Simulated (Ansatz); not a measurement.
# Localised basis functions on generalised stacking fault on (111) (glide set) of a GaP-AlP solid solution (72 atoms)

Aim: test how closely localised support functions follow the reference on generalised stacking fault on (111) (glide set) of a GaP-AlP solid solution (72 atoms), and at what cost. A setting counts as converged where the r.m.s. difference of forces stays under 1 % of the r.m.s. force.

Program: Ansatz 0.2.0. Level of theory: Kohn-Sham DFT, PBE, PAW (set soft_2), plane waves. Results are calculated unless marked as measured.

Most raw output is cut from this account.

**1. Starting point**

The cell holds 72 atoms: 18 Al, 36 P and 18 Ga. Its edges and angles: a = 6.683 Å, b = 11.576 Å, c = 19.136 Å, α = 90.0°, β = 86.7°, γ = 90.0°. It derives from GaP and AlP. Zinc-blende GaP lattice (a = 5.4569 Å, the value set for the mixture), cell with z along [111], 1 x 3 x 2 periods; the third cell vector is tilted by 0.167 of 1/2[11-2] and lengthened by 0.2 Å, so the cell holds one fault (glide set); displaced by a Gaussian of 0.01 Å; 18 of 36 Ga sites given to Al at random (lattice constant by Vegard's rule between GaP and AlP).

What the set-up can't give: The host structure and its lattice constant were typed by rule, without a check against the phase diagram.

**2. Plane-wave single point**

This run is the reference for what follows, at a cutoff of 420 eV.

input.yaml reads:

```yaml
crystal:
  lattice:
    - [6.68331, 0.0, 0.0]
    - [0.0, 11.57583, 0.0]
    - [1.11391, 0.0, 19.10326]
  atoms:
    - { symbol: Al, position: [0.49646, 0.16469, 0.0197] }
    - { symbol: P, position: [0.47929, 0.16679, 0.14378] }
    - { symbol: Ga, position: [0.80102, 0.16707, 0.18567] }
    - { symbol: P, position: [0.78445, 0.16841, 0.30947] }
    - { symbol: Ga, position: [0.9976, 0.00086, 0.0202] }
    - { symbol: P, position: [0.97189, 0.99994, 0.14529] }
    - { symbol: Al, position: [0.30332, 0.00026, 0.18533] }
    - { symbol: P, position: [0.28099, 0.99992, 0.30897] }
[... 60 atom lines left out ...]
    - { symbol: Ga, position: [0.02698, 0.50025, 0.84606] }
    - { symbol: P, position: [0.00406, 0.49922, 0.97104] }
    - { symbol: Al, position: [0.0288, 0.83486, 0.84413] }
    - { symbol: P, position: [0.00471, 0.83301, 0.96964] }
kpoints:
  mp_grid: { grid: [2, 1, 1] }
hamiltonian:
  xc: pbe
scf:
  occupations: { method: gaussian, width: 0.05 }
output:
  forces: true
  stress: true
  populations: true
  dos:
    method: { smearing: { sigma: 0.1 } }
    de: 0.1
    projected: { site_lists: { Al: [Al], Ga: [Ga], P: [P] } }
  eigenvalues: true
  write_density: true
  write_potential: true
  volumetric_format: npy
```

Launch:

```sh
$ ansatz run input.yaml --threads 4 --pin off --max-ram 8192MiB --backend cpu --events-out ev --progress --plain --runs-dir out
```

The job ended after 24 s (4 threads of Intel Xeon 6975P-C (Granite Rapids), shared host; peak memory 4.5 GiB).

Read from the output:

| Property | Result |
| --- | --- |
| free energy | -105001.5849 eV |
| free energy per atom | -1458.3553 eV/atom |
| SCF cycles | 9 |
| pressure | 3.363 GPa |
| r.m.s. force component | 0.3284 eV/Å |
| longest force | 1.552 eV/Å |
| Fermi energy | 7.294 eV |
| gap (highest filled to lowest empty level) | 0.4698 eV |
| spilling of the projection | 0.004516 |

The r.m.s. force component of 0.33 eV/Å sets the scale for the differences below.

**3. Support functions low**

The cell is solved in localised support functions. The level low gives here a grid of 30×54×90 points and a radius of 4.09 Å.

This step: Kohn-Sham DFT, PBE, PAW (set soft_2), localised support functions (low) (Ansatz 0.2.0).

input.yaml, the sections that differ from step 2:

```yaml
scf:
  occupations: { method: gaussian, width: 0.05 }
  eigensolver: { kind: { support_functions: { accuracy: low } } }
  mixing: { beta: 0.4 }
  max_iter: 150
output:
  forces: true
  eigenvalues: true
# crystal, kpoints, hamiltonian: as in step 2
```

Elapsed: 2.3 min, on 4 threads; peak memory 2.8 GiB.

The program notes that the band table was not solved further than the SCF left it and it switched symmetry off.

Keys that differ from the reference: support_functions.accuracy = "low", scf.max_iter = 150 and scf.mixing.beta = 0.4.

Forces differ from the reference by 0.43 meV/Å r.m.s., 0.13 % of their size, well within a tolerance of 1 %; the energy by -0.85 meV/atom. It took 2.3 min and 12 cycles; the reference's time can't be set against it, since the two runs asked for unlike analyses.

**4. Support functions medium**

The level medium is asked for. Here it resolves to the same grid and radius as in the run with support functions low, so the basis is not new.

This step: Kohn-Sham DFT, PBE, PAW (set soft_2), localised support functions (medium) (Ansatz 0.2.0).

input.yaml, the sections that differ from step 3:

```yaml
scf:
  occupations: { method: gaussian, width: 0.05 }
  eigensolver: { kind: { support_functions: { accuracy: medium } } }
  mixing: { beta: 0.4 }
  max_iter: 150
# crystal, kpoints, hamiltonian, output: as in step 3
```

The job ended after 4.1 min (4 threads; peak memory 2.8 GiB).

Keys that differ from the reference: support_functions.accuracy = "medium", scf.max_iter = 150 and scf.mixing.beta = 0.4.

Forces differ from the reference by 0.40 meV/Å r.m.s., 0.12 % of their size, well within a tolerance of 1 %; the energy by -0.85 meV/atom. It took 4.1 min and 13 cycles; the reference's time can't be set against it, since the two runs asked for unlike analyses.

**5. Support functions medium, radius 3.27 Å**

The radius confines each support function; a larger one gives more freedom and more work per atom.

input.yaml, the sections that differ from step 4:

```yaml
scf:
  occupations: { method: gaussian, width: 0.05 }
  eigensolver: { kind: { support_functions: { accuracy: medium, radius: 3.27 } } }
  mixing: { beta: 0.4 }
  max_iter: 150
# crystal, kpoints, hamiltonian, output: as in step 4
```

Elapsed: 5.5 s, on 4 threads; peak memory 0.33 GiB.

The program refuses radii under 3.89 Å for these atoms at this level.

**6. Support functions medium, radius 3.6 Å**

input.yaml, the sections that differ from step 5:

```yaml
scf:
  occupations: { method: gaussian, width: 0.05 }
  eigensolver: { kind: { support_functions: { accuracy: medium, radius: 3.6 } } }
  mixing: { beta: 0.4 }
  max_iter: 150
# crystal, kpoints, hamiltonian, output: as in step 5
```

The job ended after 5 s (4 threads; peak memory 0.31 GiB).

The program refuses radii under 3.89 Å for these atoms at this level.

Runs without a result: support functions medium, radius 3.27 Å (error); support functions medium, radius 3.6 Å (error).

**7. The ladder side by side**

Each row is set against the plane-wave reference (Kohn-Sham DFT, PBE, PAW (set soft_2), plane waves; r.m.s. force component 0.328 eV/Å). Energies are set beside the reference only for runs with its functional, potentials and electron count. Times are for 4 threads of Intel Xeon 6975P-C (Granite Rapids), shared host. The reference's time includes the DOS, the stress and grids, which some other runs skip.

```
                     run  Δ force, r.m.s. (meV/Å)  share of r.m.s. force (%)  Δ energy (meV/atom)  Δ gap (eV)  cycles     time  host memory (GiB)
               reference                        -                          -                    -           -       9     24 s                4.5
   support functions low                    0.428                      0.130               -0.853     -3.0e-4      12  2.3 min                2.8
support functions medium                    0.398                      0.121               -0.853     -5.0e-4      13  4.1 min                2.8
```

**8. The reference in detail**

The comparisons rest on this run, so its electronic structure is set out here.

Neighbours are counted within 2.77 Å (P-Al), 2.77 Å (P-Ga).

Length of the force by element and coordination:

```
element  coordination  atoms  mean length of the force (eV/Å)  spread   least   most
     Al           all     18                            0.416   0.388  0.0973   1.35
     Al             3      3                             1.24  0.0993    1.11   1.35
     Al             4     15                            0.251   0.120  0.0973  0.538
     Ga           all     18                            0.396   0.352   0.127   1.29
     Ga             3      3                             1.15     0.1    1.04   1.29
     Ga             4     15                            0.244  0.0935   0.127  0.457
      P           all     36                            0.445   0.384  0.0997   1.55
      P             3      6                             1.26   0.212   0.944   1.55
      P             4     30                            0.283   0.101  0.0997  0.513
```

Löwdin charges by element and coordination (they lack the spilled electrons, 0.029 e an atom on average):

```
element  coordination  atoms  mean charge (e)  spread   least     most
     Al           all     18            0.418  0.0251   0.401    0.475
     Al             3      3            0.473  0.0018   0.471    0.475
     Al             4     15            0.407  0.0051   0.401    0.419
     Ga           all     18           0.0814  0.0254  0.0611    0.140
     Ga             3      3            0.136  0.0036   0.132    0.140
     Ga             4     15           0.0705  0.0079  0.0611   0.0838
      P           all     36           -0.191  0.0739  -0.351  -0.0855
      P             3      6            -0.24  0.0614  -0.341   -0.166
      P             4     30           -0.181  0.0723  -0.351  -0.0855
```

Density of states as counts of states in windows of 0.5 eV (from the Fermi level), total and the larger projections:

```
from (eV)  to (eV)  total   P p  Ga p  Al p  Ga s  Al s  P s
      -10       -8    0.0   0.0   0.0   0.0   0.0   0.0  0.0
       -8     -7.5    6.7   3.0   0.3   0.3   2.6   0.2  0.2
     -7.5       -7   16.9   7.9   0.7   0.7   5.1   1.4  0.9
       -7     -6.5   14.9   7.6   0.8   0.8   1.9   2.9  0.8
     -6.5       -6   12.7   6.6   0.7   0.7   1.2   2.2  1.2
       -6     -5.5    6.5   3.5   0.4   0.3   0.3   1.1  0.7
     -5.5       -5   15.2   8.8   2.4   2.1   0.4   0.7  0.7
       -5     -4.5   16.7   9.8   2.3   2.2   0.6   0.7  0.9
     -4.5       -4   12.6   7.8   1.9   1.8   0.3   0.4  0.3
       -4     -3.5   26.8  17.6   4.2   4.0   0.3   0.3  0.3
     -3.5       -3   29.7  20.2   4.3   3.8   0.3   0.4  0.3
       -3     -2.5   26.2  18.8   3.4   3.2   0.2   0.2  0.2
     -2.5       -2   14.5  11.1   1.6   1.3   0.0   0.0  0.1
       -2     -1.5   12.0   9.7   1.1   0.8   0.0   0.0  0.1
     -1.5       -1    2.9   2.6   0.2   0.1   0.0   0.0  0.0
       -1     -0.5    0.8   0.7   0.0   0.0   0.0   0.0  0.0
     -0.5        0    1.0   0.9   0.0   0.0   0.0   0.0  0.0
        0      0.5    2.1   0.3   0.3   0.5   0.3   0.1  0.4
      0.5        1   14.6   2.3   2.0   3.1   2.6   0.7  2.4
        1      1.5   23.5   4.4   4.1   4.2   3.0   1.7  3.0
      1.5        2   20.5   3.8   3.5   3.5   1.9   2.4  2.5
        2      2.5   17.6   3.9   2.9   3.1   0.8   2.3  1.5
      2.5        3   20.9   4.3   4.6   4.6   0.9   1.6  1.4
```

Between -17 and -10 eV lie 252 more states.

The levels nearest the highest filled one (over half full), pooled over k-points and spins:

```
level less the highest filled one (eV)  occupation
                                 -1.25           2
                                 -1.21           2
                                 -1.20           2
                                -0.768           2
                                -0.737           2
                                     0           2
                                 0.470           0
                                 0.633           0
                                 0.847           0
                                 0.927           0
                                 0.934           0
                                 0.962           0
```

Electrostatic potential energy in the ca plane at fractional y = 0.000, with atoms of Ga and P and Al within 0.2 Å of it. With pseudopotentials it is smooth inside the atoms' cores, unlike the true potential.

Values in eV, 10 rows by 16 columns, each cell a mean:
```
-27   9  10  10  10   6 -15 -12 -19 -42   5  10  10  10  10   0
  0   9  10   8   9   7 -11  -9 -14 -39   5  10  10  10  10   8
  9   9   7  -5   2   3  -2   5   6   1   9  10   8   8  10  10
 10   9   4 -16  -9 -23 -36   7  10   9  10   9  -3  -7   5  -8
  8   9   6 -13  -7 -20 -37   7  10  10  10   8 -10 -15  -7 -51
 -5   3   2  -1   6   5   1   9  10   8   7   9  -4 -11   0 -38
 -5  -4 -29 -27   8  10   9  10   8  -3  -3   4  -6   5   9   5
 -8  -3 -29 -31   8  10  10  10   7  -6  -5 -13 -48   2  10  10
  0   6   2   1   9  10   8   8   8  -5  -6  -7 -39   3  10   5
-19   9  10   9  10   8  -5  -1   3  -3   5   7   2   8  10  -3
```
Columns run along c (16.0 Å, from fractional 0.16 to 1.00 of the cell; values clipped at the 3rd and 97th percentile), rows up along a (6.7 Å). Atoms in or near the plane, at fractional coordinates: Al at (0.19, 0.30), P at (0.31, 0.28), Ga at (0.35, 0.61), P at (0.48, 0.59), Ga at (0.52, 0.91), P at (0.64, 0.89), Al at (0.68, 0.22), P at (0.80, 0.20), Ga at (0.85, 0.53), P at (0.97, 0.51).

Valence density in the ca plane at fractional y = 0.000, with atoms of Ga and P and Al within 0.2 Å of it. It is the smooth field of the valence electrons, not physical close to the nuclei.

Ten steps, logarithmic in the rise over the least value, from '0' (0 e/Å³) to '9' (36 e/Å³), each cell a mean:
```
12100000000000001488411221211000000000000012
22100000000000001599522210111000000000000001
11000000000000001366311211111000000000000000
10000000000000001122111112210000000000000000
00000000112100111211000011100000000000000000
00000000256411122221000000000000000110000111
00000001389721221121000000000000001342111121
00000001279621220021000000000000013785212212
00000001134311121221000000000000014896212101
00000001111100011110000000000000012563112211
00000112221000000000000000000000011221111122
00001121121000000000000000000001112110000111
00001221011100000000000000000011222210000000
00001121111000000000000000000112211210000000
11000111221000000000000000000112200110000000
21100001110000000000000001100011211210000001
22100000000000000011000011110000111110000002
12100000000000001233111122210000001000000013
```
Columns run along c (16.0 Å, from fractional 0.16 to 1.00 of the cell), rows up along a (6.7 Å). Atoms in or near the plane, at fractional coordinates: Al at (0.19, 0.30), P at (0.31, 0.28), Ga at (0.35, 0.61), P at (0.48, 0.59), Ga at (0.52, 0.91), P at (0.64, 0.89), Al at (0.68, 0.22), P at (0.80, 0.20), Ga at (0.85, 0.53), P at (0.97, 0.51).

Forces differ by site in this geometry: P atoms with 3 neighbours bear 1.3 eV/Å on average, against 0.28 eV/Å for those with 4. Mean Löwdin charges: Al +0.42, Ga +0.08, P -0.19 e (they miss 0.45 % of the electrons, so they add up to more than the cell's charge). Charges this small depend on the projection, at times even in sign.

**9. Local order**

Bonds and neighbours are counted at the geometry of the runs.

Density 3.21 g/cm³, 20.53 Å³ an atom.

Pair distribution functions g(r), in bins of 0.2 Å:

```
r (Å)  total    P-P   P-Al   P-Ga  Al-Al  Al-Ga  Ga-Ga
 2.10   0.58   0.00   1.16   1.15   0.00   0.00   0.00
 2.30   5.05   0.00  10.10  10.05   0.00   0.00   0.00
 2.50   0.08   0.00   0.15   0.15   0.00   0.00   0.00
 2.70   0.00   0.00   0.00   0.00   0.00   0.00   0.00
 2.90   0.00   0.00   0.00   0.00   0.00   0.00   0.00
 3.10   0.00   0.00   0.00   0.00   0.00   0.00   0.00
 3.30   0.00   0.00   0.00   0.00   0.00   0.00   0.00
 3.50   0.23   0.00   0.45   0.45   0.00   0.00   0.00
 3.70   0.00   0.00   0.00   0.00   0.00   0.00   0.00
 3.90   6.38  12.81   0.00   0.00  11.69  14.00  11.45
 4.10   0.00   0.00   0.00   0.00   0.00   0.00   0.00
 4.30   0.15   0.00   0.30   0.30   0.00   0.00   0.00
 4.50   4.19   0.00   8.36   8.37   0.00   0.00   0.00
 4.70   0.24   0.49   0.00   0.00   0.33   0.49   0.65
 4.90   0.00   0.00   0.00   0.00   0.00   0.00   0.00
 5.10   0.32   0.00   0.66   0.63   0.00   0.00   0.00
 5.30   0.09   0.00   0.17   0.20   0.00   0.00   0.00
 5.50   1.37   2.74   0.00   0.00   2.81   2.86   2.44
 5.70   0.16   0.00   0.33   0.33   0.00   0.00   0.00
 5.90   2.26   0.00   4.60   4.44   0.00   0.00   0.00
 6.10   0.38   0.58   0.12   0.23   0.59   0.39   0.97
 6.30   0.12   0.00   0.27   0.22   0.00   0.00   0.00
 6.50   0.11   0.15   0.02   0.06   0.17   0.17   0.25
 6.70   3.88   7.66   0.06   0.14   8.01   7.49   7.57
 6.90   0.06   0.00   0.11   0.11   0.00   0.00   0.00
 7.10   2.44   0.43   4.50   4.39   0.57   0.29   0.57
 7.30   0.07   0.00   0.15   0.15   0.00   0.00   0.00
 7.50   0.10   0.02   0.20   0.20   0.00   0.00   0.00
```

Bonds by pair of elements; cutoffs follow the first minimum of g(r), held within bounds set by covalent radii, and pairs that aren't listed don't count as bonded:

```
pair A-B  cutoff (Å)  bonds  mean length (Å)  spread (Å)  shortest (Å)  B about A  A about B
    P-Al        2.77     69             2.35       0.059          2.15       1.92       3.83
    P-Ga        2.77     69             2.35       0.058          2.16       1.92       3.83
```

How many atoms have how many bonded neighbours:

```
element  mean  3   4
     Al  3.83  3  15
     Ga  3.83  3  15
      P  3.83  6  30
```

Rings of the network by King's shortest-path rule, up to 12 atoms, one path for each pair of neighbours; H, halogens, alkali and alkaline-earth atoms are left out, and the last column divides by all other atoms, bonded or not:

```
ring size (atoms)  rings  per network atom
                6    114              1.58
                8      8             0.111
```

For some of the pairs, g(r) has its first main peak near 3.86 Å (P-P), 2.36 Å (P-Al), 2.36 Å (P-Ga), 3.86 Å (Al-Al), 3.86 Å (Al-Ga) and 3.86 Å (Ga-Ga). Counting bonds as in the table, 83 % of Al atoms have 4, 83 % of Ga atoms have 4 and 83 % of P atoms have 4 bonded neighbours. Rings of 6 atoms are the most common (93 % of those counted); sizes run from 6 to 8.

The surroundings of Ga33, which has 3 bonded neighbours where the commonest count for Ga is 4, nearest first, numbered as they follow in the input and with coordinates relative to it.

```
atom      x      y      z  distance (Å)  bonds  Löwdin charge (e)     Fx     Fy  Fz (eV/Å)
Ga33   0.00   0.00   0.00          0.00      3               0.14  -0.02   0.06       1.04
 P68   0.01  -1.91  -1.00          2.16      3              -0.21   0.07   0.05      -1.08
 P32   0.00   1.93  -0.98          2.17      3              -0.21   0.04  -0.43      -1.26
 P34   0.00   0.00   2.36          2.36      4              -0.27  -0.02   0.10      -0.09
 P72   3.34   0.01  -0.98          3.48      3              -0.17   0.05   0.17      -1.54
 P72  -3.34   0.01  -0.98          3.48      3              -0.17   0.05   0.17      -1.54
Al11   0.00  -3.84  -0.02          3.84      3               0.47  -0.04  -0.15       1.10
Al39  -1.13  -1.92   3.14          3.85      4               0.41   0.20  -0.06       0.24
```

The column of bonds counts only the pairs P-Al within 2.77 Å, P-Ga within 2.77 Å; other neighbours, such as metal atoms beside each other in a compound, aren't counted, and periodic images can show an atom twice.

**10. Summary of results**

```json
{
 "free energy per atom": "-1458.3553 eV/atom",
 "density": "3.209 g/cm³",
 "pressure": "3.363 GPa",
 "r.m.s. force component": "0.3284 eV/Å",
 "gap (highest filled to lowest empty level)": "0.4698 eV",
 "wall time of the 3 DFT runs": "6.8 min"
}
```

What this shows: Against plane waves at 420 eV, the forces differ by 0.40 meV/Å (0.12 %) with support functions medium. At 72 atoms the fastest of the runs at a preset level, support functions low, takes roughly 5.7 times the time of plane waves (whose run also made extra analyses, so the like-for-like ratio is larger), in 12 SCF cycles against 9. Differences between support functions and plane waves include what basis error the plane-wave run still has.

Filled and empty levels are parted by 0.470 eV on the run's k-points; the mesh holds the band edges only if they fold onto it, so the gap at this level can be narrower or closed, while semilocal functionals tend to narrow gaps against experiment. Forces differ by site in this geometry: P atoms with 3 neighbours bear 1.3 eV/Å on average, against 0.28 eV/Å for those with 4. Counting bonds as in the table, 83 % of Al atoms have 4, 83 % of Ga atoms have 4 and 83 % of P atoms have 4 bonded neighbours.

**Limits.** The geometry was built by rule, was displaced at random and isn't relaxed at this level: its force components are 0.33 eV/Å r.m.s. The stress is far from hydrostatic: its diagonal is 1.8, 6.5, 1.8 GPa, compression counted positive. The pressure of 3.4 GPa belongs to a cell and atoms that aren't relaxed at this level.

[Logs are printed without paths, hosts, clocks, repeated set-up lines and the standing remarks that a program may print on its own settings, such as how far it seeks lower states.]

[Hosts, paths, dates, database ids (printed as entryN), source tags and the programs' standing remarks are cut or masked in the printed files.]
